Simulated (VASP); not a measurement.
# HfC (Fm-3m) in VASP: notebook

One crystal, HfC, is run at these levels: LDA; tasks: single point.

Everything below comes from runs of VASP 6.6.1. Logs are shortened: lines on timing, memory, paths and dates and some standing lists are left out, and cuts for length are marked.

## Step 1: Starting point

It takes space group Fm-3m (No. 225, cubic). The conventional cell has a = 4.650 Å, b = 4.650 Å, c = 4.650 Å, α = 90.00°, β = 90.00°, γ = 90.00°. Around Hf (site symmetry m-3m) lie 6 C at 2.33 Å. C (site symmetry m-3m) has 6 Hf at 2.33 Å as nearest neighbours.

## Step 2: Single point, LDA

File INCAR:

```
PREC = Accurate
ENCUT = 400
EDIFF = 1E-7
ISMEAR = -1
SIGMA = 0.15
LREAL = F
LASPH = T
NELM = 100
ALGO = Normal
ISIF = 2
LWAVE = F
LCHARG = F
ADDGRID = F
```

File KPOINTS:

```
Automatic mesh
0
Gamma
  6 6 6
```

File POSCAR:

```
HfC
1.0
    0.0000000000      2.3250000000      2.3250000000
    2.3250000000      0.0000000000      2.3250000000
    2.3250000000      2.3250000000      0.0000000000
Hf C
1 1
Direct
    0.5000000000      0.5000000000      0.5000000000
    0.0000000000      0.0000000000      0.0000000000
```

Potentials or basis: VASP PAW LDA potentials, release 64 (Hf, C).

Launch:

```sh
cat potpaw_LDA.64/Hf/POTCAR potpaw_LDA.64/C/POTCAR > POTCAR
mpirun -np 1 vasp_std > vasp.out
```

OUTCAR:

```text
PREC = Accurate
   ENCUT = 400
   EDIFF = 1E-7
   ISMEAR = -1
   LREAL = F
   LASPH = T
   NELM = 100
   ISIF = 2

 Found     16 irreducible k-points:

 Following reciprocal coordinates:
            Coordinates               Weight
  0.000000  0.000000  0.000000      1.000000
  0.166667  0.000000  0.000000      8.000000
  0.333333  0.000000  0.000000      8.000000
  0.500000  0.000000  0.000000      4.000000
  0.166667  0.166667  0.000000      6.000000
  0.333333  0.166667  0.000000     24.000000
   k-points           NKPTS =     16   k-points in BZ     NKDIM =     16   number of bands    NBANDS=      8
   number of dos      NEDOS =    301   number of ions     NIONS =      2
   total plane-waves  NPLWV =  13824
   dimension x,y,z NGX =    24 NGY =   24 NGZ =   24
   dimension x,y,z NGXF=    48 NGYF=   48 NGZF=   48
   ions per type =               1   1
   NGX,Y,Z   is equivalent  to a cutoff of  12.13, 12.13, 12.13 a.u.
   NGXF,Y,Z  is equivalent  to a cutoff of  24.27, 24.27, 24.27 a.u.
 SYSTEM =  unknown system
   PREC   = accura    normal or accurate (medium, high low for compatibility)
   ISTART =      0    job   : 0-new  1-cont  2-samecut
   ICHARG =      2    charge: 1-file 2-atom 10-const
   ISPIN  =      1    spin polarized calculation?
   LNONCOLLINEAR =      F non collinear calculations
   LSORBIT =      F    spin-orbit coupling
   LASPH  =      T    aspherical Exc in radial PAW
   ENCUT  =  400.0 eV  29.40 Ry    5.42 a.u.   5.36  5.36  5.36*2*pi/ulx,y,z
   NELM   =    100;   NELMIN=  2; NELMDL= -5     # of ELM steps
   EDIFF  = 0.1E-06   stopping-criterion for ELM
   LREAL  =      F    real-space projection
   EDIFFG = 0.1E-05   stopping-criterion for IOM
   NSW    =      0    number of steps for IOM
   IBRION =     -1    ionic relax: 0-MD 1-quasi-New 2-CG
   NFREE  =      0    steps in history (QN), initial steepest desc. (CG)
   ISIF   =      2    stress and relaxation
   ISYM   =      2    0-nonsym 1-usesym 2-fastsym
   POTIM  = 0.5000    time-step for ionic-motion
   TEBEG  =    0.0;   TEEND  =   0.0 temperature during run
   PSTRESS=    0.0 pullay stress
   NELECT =       8.0000    total number of electrons
   NUPDOWN=      -1.0000    fix difference up-down
   EMIN   =  10.00;   EMAX   =-10.00  energy-range for DOS
   EFERMI =   0.00;   METHOD = LEGACY
   ISMEAR =    -1;   SIGMA  =   0.15  broadening in eV -4-tet -1-fermi 0-gaus
   EFERMI_NEDOS =   21; number of points for ismear=-14 and -15
   IALGO  =     38    algorithm
   IMIX   =      4    mixing-type and parameters
     AMIX     =   0.40;   BMIX     =  1.00
     AMIX_MAG =   1.60;   BMIX_MAG =  1.00
  volume/ion in A,a.u.               =      12.57        84.81
  Fermi-wavevector in a.u.,A,eV,Ry     =   1.117734  2.112211 16.998163  1.249330
  Thomas-Fermi vector in A             =   2.254359
   LORBIT       =      0    0 simple, 1 ext, 2 COOP (PROOUT), +10 PAW based schemes
   GGA     = CA    functional components
   LHFCALC =     F    Hartree Fock is set to
   AEXX    =    0.0000 exact exchange contribution
   IVDW    =     0    specifies the selected vdW correction
   LEPSILON=     F    determine dielectric tensor
   LRPA    =     F    only Hartree local field effects (RPA)
 non-spin polarized calculation
  energy-cutoff  :      400.00
  volume of cell :       25.14
 maximum number of plane-waves:       471
 NGX is ok and might be reduce to    24
   NGX = 11   NGY = 11   NGZ = 11

 number of electron       8.0000000 magnetization

 Free energy of the ion-electron system (eV)
  ---------------------------------------------------
  ext. energy  EPLUGINS =         0.00000000
  ---------------------------------------------------
  free energy    TOTEN  =       -22.93308447 eV

  energy without entropy =      -22.90643612  energy(sigma->0) =      -22.91976029

 E-fermi :   6.1834     XC(G=0): -12.1977

 val. band max:        6.1680725203   @ k =   0.5000   0.5000   0.0000
 cond. band min:       6.4595393317   @ k =   0.1667   0.1667   0.0000
 fundamental gap:      0.2914668114
 Fermi energy:         6.1834349469

 k-point     1 :       0.0000    0.0000    0.0000
  band No.  band energies     occupation
      1      -5.9139      2.00000
      2       7.2557      0.00157
      3       7.2557      0.00157
      4       7.2557      0.00157
      5       7.5228      0.00026
      6       7.5228      0.00026
      7       7.5228      0.00026
      8       9.5439      0.00000

 k-point     2 :       0.1667    0.0000    0.0000
  band No.  band energies     occupation
      1      -5.2716      2.00000
      2       4.6861      1.99991
      3       5.3880      1.99009
      4       5.3880      1.99009
      5       8.3862      0.00000
      6       8.3862      0.00000
      7       8.7132      0.00000
      8      11.9571      0.00000

 k-point     3 :       0.3333    0.0000    0.0000
  band No.  band energies     occupation
      1      -3.6378      2.00000
      2       1.8534      2.00000
      3       3.7948      2.00000
      4       3.7948      2.00000
      5       9.8866      0.00000
      6      10.1368      0.00000
      7      10.1368      0.00000
      8      15.2354      0.00000

 k-point     4 :       0.5000    0.0000    0.0000
  band No.  band energies     occupation
      1      -2.2089      2.00000
      2       0.1041      2.00000
      3       3.2405      2.00000
      4       3.2405      2.00000
      5      11.4288      0.00000
      6      11.4288      0.00000
      7      11.9242      0.00000
      8      12.8402      0.00000

 k-point     5 :       0.1667    0.1667    0.0000
  band No.  band energies     occupation
      1      -5.1182      2.00000
      2       3.8351      2.00000
      3       5.9875      1.57370
      4       5.9875      1.57370
      5       6.4595      0.27394
      6       9.9533      0.00000
      7      10.0397      0.00000
      8      10.0397      0.00000

 k-point     6 :       0.3333    0.1667    0.0000
  band No.  band energies     occupation
      1      -4.0335      2.00000
      2       2.3361      2.00000
      3       4.2235      2.00000
      4       4.8945      1.99963
      5       7.4043      0.00058
      6      10.8431      0.00000
      7      11.2202      0.00000
      8      12.7231      0.00000

 [... further k-points ...]

------------------------ aborting loop because EDIFF is reached ----------------------------------------

  FORCE on cell =-STRESS in cart. coord.  units (eV):
  Direction    XX          YY          ZZ          XY          YZ          ZX
  --------------------------------------------------------------------------------------
  -------------------------------------------------------------------------------------
  Total       -1.9292725     -1.9292725     -1.9292725     -0.0000000      0.0000000      0.0000000
  in kB     -122.9717310   -122.9717310   -122.9717310     -0.0000000      0.0000000      0.0000000
  external PRESSURE =    -122.9717310 kB  Pullay stress =       0.0000000 kB

 VOLUME and BASIS-vectors are now :
 -----------------------------------------------------------------------------
  energy-cutoff  :      400.00
  volume of cell :       25.14
      direct lattice vectors                 reciprocal lattice vectors
     0.000000000  2.325000000  2.325000000    -0.215053763  0.215053763  0.215053763
     2.325000000  0.000000000  2.325000000     0.215053763 -0.215053763  0.215053763
     2.325000000  2.325000000  0.000000000     0.215053763  0.215053763 -0.215053763

 POSITION                                       TOTAL-FORCE (eV/Angst)
 -----------------------------------------------------------------------------------
      2.32500      2.32500      2.32500        -0.000000      0.000000      0.000000
      0.00000      0.00000      0.00000         0.000000     -0.000000     -0.000000
 -----------------------------------------------------------------------------------
    total drift:                                0.000000     -0.000000     -0.000000

  FREE ENERGIE OF THE ION-ELECTRON SYSTEM (eV)
  ---------------------------------------------------
  free  energy   TOTEN  =       -22.9330844656 eV

  energy  without entropy=      -22.9064361230  energy(sigma->0) =      -22.91976029
```

It took 12 s on 1 thread of AMD EPYC, shared host; peak memory 0.09 GiB.

These settings aren't checked as converged: the numbers below hold their error.

What came out:

| Item | Value |
| --- | --- |
| Free energy | -22.9331 eV |
| Band gap on the k mesh | none (metal or under the smearing width) |

Caveat: the k mesh is coarse (spacing up to 0.39 Å⁻¹), so the values aren't converged; the cutoff is under 1.25 times the usual one of these potentials, so pressure, stress and relaxed cells hold a basis-set (Pulay) error.

[end of part 1 of 2]
